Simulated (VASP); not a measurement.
A VASP calculation is set up with these files.

**INCAR**
```
SYSTEM = InN
PREC = Accurate
ENCUT = 520
EDIFF = 1E-6
NELM = 100
ALGO = Normal
LREAL = .FALSE.
LASPH = .TRUE.
ISMEAR = 0
SIGMA = 0.05
GGA = PE
LMAXMIX = 4
LWAVE = .FALSE.
LCHARG = .FALSE.
ISIF = 2
```

### KPOINTS
```
Automatic mesh
0
Monkhorst-Pack
6 5 1
0 0 0
```

POSCAR:
```
InN
1
    1.7700000000    -3.0657300000     0.0000000000
    1.7700000000     3.0657300000     0.0000000000
    0.0000000000     0.0000000000     5.7000000000
In N
2 2
Direct
  0.6666670000   0.3333330000   0.5000000000
  0.3333330000   0.6666670000   0.0000000000
  0.6666670000   0.3333330000   0.8790000000
  0.3333330000   0.6666670000   0.3790000000
```

POTCAR, in this order: In_d N (PBE.64 set). Program: vasp_std.

The run wrote:

standard output:
```
 POSCAR found type information on POSCAR InN
 POSCAR found :  2 types and       4 ions
 Reading from existing POTCAR
 Reading from existing POTCAR
 LDA part: xc-table for (Slater+PW92), standard interpolation

 -----------------------------------------------------------------------------
|                                                                             |
|           W    W    AA    RRRRR   N    N  II  N    N   GGGG   !!!           |
|           W    W   A  A   R    R  NN   N  II  NN   N  G    G  !!!           |
|           W    W  A    A  R    R  N N  N  II  N N  N  G       !!!           |
|           W WW W  AAAAAA  RRRRR   N  N N  II  N  N N  G  GGG   !            |
|           WW  WW  A    A  R   R   N   NN  II  N   NN  G    G                |
|           W    W  A    A  R    R  N    N  II  N    N   GGGG   !!!           |
|                                                                             |
|     Your reciprocal lattice and k-lattice belong to different lattice       |
|     classes:                                                                |
|                                                                             |
|        The reciprocal lattice is hexagonal,                                 |
|        whereas your k-lattice is simple monoclinic.                         |
|                                                                             |
|     Results are often still useful ...                                      |
|                                                                             |
 -----------------------------------------------------------------------------

 POSCAR, INCAR and KPOINTS ok, starting setup
 WAVECAR not read
 entering main loop
       N       E                     dE             d eps       ncg     rms          rms(c)
DAV:   1     0.349552186001E+03    0.34955E+03   -0.18313E+04   660   0.230E+03
DAV:   2     0.213392456518E+02   -0.32821E+03   -0.32034E+03   678   0.485E+02
DAV:   3    -0.245835665152E+02   -0.45923E+02   -0.44642E+02   902   0.186E+02
DAV:   4    -0.261485979328E+02   -0.15650E+01   -0.15586E+01   756   0.372E+01
DAV:   5    -0.262049817343E+02   -0.56384E-01   -0.56371E-01   826   0.657E+00    0.143E+01
DAV:   6    -0.217209496410E+02    0.44840E+01   -0.20070E+01  1122   0.595E+01    0.110E+01
DAV:   7    -0.218180009048E+02   -0.97051E-01   -0.21195E+00   672   0.125E+01    0.332E+00
DAV:   8    -0.217861936997E+02    0.31807E-01   -0.22852E-01  1018   0.511E+00    0.179E+00
DAV:   9    -0.217764831328E+02    0.97106E-02   -0.57793E-02  1086   0.346E+00    0.446E-01
DAV:  10    -0.217742277861E+02    0.22553E-02   -0.10275E-02  1082   0.145E+00    0.166E-01
DAV:  11    -0.217748805674E+02   -0.65278E-03   -0.47614E-03   990   0.601E-01    0.176E-01
DAV:  12    -0.217746884632E+02    0.19210E-03   -0.82838E-04  1006   0.357E-01    0.291E-02
DAV:  13    -0.217746912024E+02   -0.27392E-05   -0.88512E-05   774   0.654E-02    0.136E-02
DAV:  14    -0.217746919958E+02   -0.79340E-06   -0.44309E-06   794   0.173E-02
   1 F= -.21774692E+02 E0= -.21774692E+02  d E =-.918714E-14
```

**OUTCAR**
```
------------------------ aborting loop because EDIFF is reached ----------------------------------------
  FORCE on cell =-STRESS in cart. coord.  units (eV):
  Direction    XX          YY          ZZ          XY          YZ          ZX
  --------------------------------------------------------------------------------------
  Total        2.8482601      2.8482602     -0.7795224      0.0000000      0.0000000      0.0000000
  in kB       73.7697316     73.7697350    -20.1895741      0.0000000      0.0000000      0.0000000
  external PRESSURE =      42.4499642 kB  Pullay stress =       0.0000000 kB
  volume of cell :       61.86
      direct lattice vectors                 reciprocal lattice vectors
     1.770000000 -3.065730000  0.000000000     0.282485876 -0.163093293  0.000000000
     1.770000000  3.065730000  0.000000000     0.282485876  0.163093293  0.000000000
     0.000000000  0.000000000  5.700000000     0.000000000  0.000000000  0.175438596
 POSITION                                       TOTAL-FORCE (eV/Angst)
 -----------------------------------------------------------------------------------
      1.77000     -1.02191      2.85000         0.000000      0.000000     -0.221094
      1.77000      1.02191      0.00000         0.000000     -0.000000     -0.221094
      1.77000     -1.02191      5.01030        -0.000000      0.000000      0.221094
      1.77000      1.02191      2.16030        -0.000000     -0.000000      0.221094
 -----------------------------------------------------------------------------------
    total drift:                               -0.000000      0.001523      0.000660
  FREE ENERGIE OF THE ION-ELECTRON SYSTEM (eV)
  ---------------------------------------------------
  free  energy   TOTEN  =       -21.7746919958 eV

  energy  without entropy=      -21.7746919958  energy(sigma->0) =      -21.77469200
```
(Selected blocks of OUTCAR.)

**Question.** Read input and log: which fault does this run have?
(A) the mesh has unequal divisions along equivalent axes and breaks the lattice's symmetry
(B) one atom is typed twice, on or next to the same site
(C) molecular dynamics (IBRION = 0) was asked for without POTIM
(D) the tetrahedron method needs a mesh, and KPOINTS holds a single point

**Answer.** A, the mesh has unequal divisions along equivalent axes and breaks the lattice's symmetry. The run ends without an error. Against the sound run, the energy per atom (σ→0) drops by 0.104 eV/atom; the pressure falls by 1.08 GPa; the largest force rises by 0.188 eV/Å; the band gap increases by 0.82 eV.

To mend it, correct KPOINTS.
**KPOINTS**
```
Automatic mesh
0
Gamma
6 6 3
0 0 0
```
The mended run (PBE GGA, plane waves, VASP's PBE PAW potentials (set 64)) converges, and its OSZICAR ends with
```
   1 F= -.21359168E+02 E0= -.21358814E+02  d E =-.706445E-03
```

The compound is InN in the wurtzite structure. The cell was not relaxed at this level.
